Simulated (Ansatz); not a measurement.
Crystal: Ag.

```
Ag
1.0
    -0.00622    2.03863    2.06720
     2.01497    0.04695    2.01403
     2.08560    2.05608   -0.02368
Ag
1
Direct
  0.00221 0.02855 0.98957
```

The cell isn't the ideal one: cell strained at random at fixed volume.

A run of Ansatz 0.2.0 on this cell left the log below. Logs are shortened: lines on timing, memory, paths and dates and some standing lists are left out, and cuts for length are marked.

```text
Warning: RAYON_NUM_THREADS=1 ignored (pool sized by the plan → 1); use --threads N
Ag: projections on atomic orbitals take those of the free atom 1s2 2s2 2p6 3s2 3p6 3d10 4s2 4p6 4d10 5s1, of charge +0.00 (hamiltonian.pseudopotentials.projection_atoms)
LAPW: plane waves up to 8.107 Å⁻¹, error target 1.0e-3 eV per atom; small_component_spin mean_spin; Ag in spheres of 1.419 Å, 19 of its electrons in bands, Dirac shells [] (how accurate: hamiltonian.pseudopotentials.lapw.basis_error, Limitations)
Engine: ansatz 0.2.0, aarch64-unknown-linux-gnu
Pseudopotentials: kind: all_electron
Pseudopotential: Ag, LAPW, valence charge 19, lapw/all_electron/scalar/gaussian/Ag, Koelling and Harmon's equation, gaussian nucleus
Functional definition: PBEsol
  exchange = pbesol_x
  correlation = pbesol_c
Crystal: 1 atoms, lattice volume = 17.048 Å³
Basis set: ecut = 250.40162699879195 eV, 165 PW (Γ), FFT grids on a1−a2, a2, −a2+a3, exchange–correlation at level 2
Bands: 14, of which v1, the nominal top of the filled ones, is band 10 counted from 1 (9 counted from 0)
Symmetry: 2 space group operations
Space group: P-1 (ITA 2), of the structure as read, at distance tolerance 2.6e-5 Å
k-points: 666 of 1331
Non-local potential: Ag, projectors of the file, none
Initial density: superposition of atomic densities (chi_scale 0.1, normalization cell)
Initial wavefunctions: plane waves of lowest kinetic energy (no species holds an atomic orbital)
Functional: x = pbesol(κ = 0.804, μ = 0.12345679012345678), c = pbesol(β = 0.046)
iter 1 solved again at ethr=3.15e-4 eV; its pass at ethr=1.00e-1 eV (dr2=5.99e-2 eV) is discarded
SCF iter   1: F=—  HF=-144588.295637 eV  |F-HF|=—  |Δ(HF+E_count)|=         —  Δρ=2.39e-2  dr2=6.03e-2  ethr=3.15e-4  ⟨swp⟩=3.0  Hψ=68291  notcnv=0
preconditioner: auto → none  [metal: Δε(μ)=0.015 eV  Ē_g=15.590 eV  σ=0.050 eV  W_gap=0.07  n_scr=8 (ndim 8)  ℏωp=29.8 eV  f_vac=0.000  D(μ)=0.24/eV (n_scr^D=0)  sad-step TF]
iter 2 solved again at ethr=1.24e-5 eV; its pass at ethr=3.15e-4 eV (dr2=2.35e-3 eV) is discarded
SCF iter   2: F=—  HF=-144588.064965 eV  |F-HF|=—  |Δ(HF+E_count)|=   2.31e-1  Δρ=3.71e-3  dr2=2.36e-3  ethr=1.24e-5  ⟨swp⟩=2.0  Hψ=47052  notcnv=0
SCF iter   3: F=—  HF=-144588.007921 eV  |F-HF|=—  |Δ(HF+E_count)|=   5.70e-2  Δρ=5.07e-3  dr2=3.30e-3  ethr=1.24e-5  ⟨swp⟩=3.0  Hψ=29852  notcnv=0
SCF iter   4: F=—  HF=-144588.005702 eV  |F-HF|=—  |Δ(HF+E_count)|=   2.22e-3  Δρ=7.53e-4  dr2=7.60e-5  ethr=1.24e-5  ⟨swp⟩=2.0  Hψ=25030  notcnv=0
SCF iter   5: F=—  HF=-144588.005713 eV  |F-HF|=—  |Δ(HF+E_count)|=   1.17e-5  Δρ=2.75e-5  dr2=1.03e-7  ethr=4.00e-7  ⟨swp⟩=2.0  Hψ=25029  notcnv=0
SCF iter   6: F=-144588.005713 eV  HF=-144588.005713 eV  |F-HF|=1.30e-8  |Δ(HF+E_count)|=   6.31e-7  Δρ=5.43e-6  dr2=2.89e-9  ethr=5.40e-10  ⟨swp⟩=3.0  Hψ=28042  notcnv=0
SCF 1 converged in 6 iterations: F = -144588.005713 eV  dr2 = 2.89e-9
SCF converged after 6 iterations
Free energy (F): -144588.005713 eV
Harris-Foulkes:  -144588.005713 eV  (|F-HF|=1.30e-8)
Internal energy: -144588.003245 eV  (E = F + TS)
E sigma→0 (E₀):  -144588.004479 eV
Entropy (-TS):   -0.002468 eV (-2.468 meV/atom)
Fermi energy:    18.749634 eV
--- Per-component energies (eV) ---
  E_band       = -209.412497
  E_kinetic    = 151163.568031
  E_xc         = -3997.210197
  E_electrostatic = -291754.361079  (all electrons and nuclei)
  E_smearing   = -0.002468  (= −TS)
  E_closure    = 0.000000  (closes the sum)
  E_atoms      = -144584.709470  (free atoms, spherical and without spin; not in F)
  Σ components = -144588.005713   (vs F -144588.005713, Δ=0.00e0)
  Basis errors (estimates in eV, not in F): energy 2.2e-4 per atom: plane waves 2.1e-4 (1.1e-4 summed), levels above the bands 4.3e-152, relativity 2.6e-8, radial functions 9.1e-6, core shells 8.0e-7; eigenvalues (radial functions only) 1.3e-5; not estimated: angular momenta, meshes, grids; target (lapw.basis_error) 1.0e-3; muffin-tin radii Ag 1.419 Å
--- Forces (eV/Å), atoms counted from 1 ---
  atom   1  Ag     0.00000000     0.00000000     0.00000000
  max |Σ_I F_I| component: 0.00e0 eV/Å
--- Stress (GPa, compression-positive) ---
       -2.320984      -1.710049       1.391613
       -1.710049      -2.570941      -0.796737
        1.391613      -0.796737      -2.624302
  P = ⅓ Tr σ = -2.5054 GPa (-25.054 kbar)
--- Band table (eV; the first three rows and the last of 666) ---
  k-point 0: bands = ["-73.2470", "-36.6593", "-36.6572", "-36.6536", "10.7639", "13.6829", "13.7999", "14.0412", "14.8737", "14.9682", "34.3640", "37.3001", "37.8406", "39.0260"]
  k-point 1: bands = ["-73.2458", "-36.6701", "-36.6600", "-36.6557", "11.0076", "13.6605", "13.8415", "14.0858", "14.8655", "14.9523", "34.1066", "35.9513", "37.9717", "39.0472"]
  k-point 2: bands = ["-73.2425", "-36.7030", "-36.6642", "-36.6604", "11.6427", "13.6727", "13.9130", "14.1711", "14.9159", "14.9690", "31.6457", "35.3929", "38.2389", "39.1579"]
  k-point 665: bands = ["-73.2294", "-36.8167", "-36.6931", "-36.6778", "12.3564", "13.6523", "14.0638", "15.2182", "15.6624", "18.7010", "22.1887", "33.3019", "35.2021", "36.1836"]
--- Löwdin populations: 1 site ---
  site symbol       q [e]
     0     Ag     46.8737
  spilling = 0.002688 (of n_electrons = 47.000000)
```

**Question.** What input gives this log?

**Answer.** Single point with PBEsol, no spin polarisation. The files as run (others can give the same):

input.yaml
```yaml
crystal:
  lattice:
    - [-0.006223, 2.038628, 2.0672]
    - [2.014973, 0.046946, 2.01403]
    - [2.085595, 2.05608, -0.023676]
  atoms:
    - { symbol: Ag, position: [0.002206, 0.028552, -0.010434] }
kpoints:
  mp_grid: { grid: [11, 11, 11] }
scf:
  occupations: { method: fermi_dirac, width: 0.05 }
hamiltonian:
  xc: pbesol
  pseudopotentials: { kind: all_electron, lapw: { basis_error: 0.001 } }
output:
  forces: true
  stress: true
  eigenvalues: true
  populations: true
```

Potentials or basis: all-electron LAPW, scalar-relativistic.
Command:
```console
$ ansatz run input.yaml --threads 1 --pin off --max-ram 3072MiB --backend cpu --events-out ev --progress --plain --runs-dir out
```
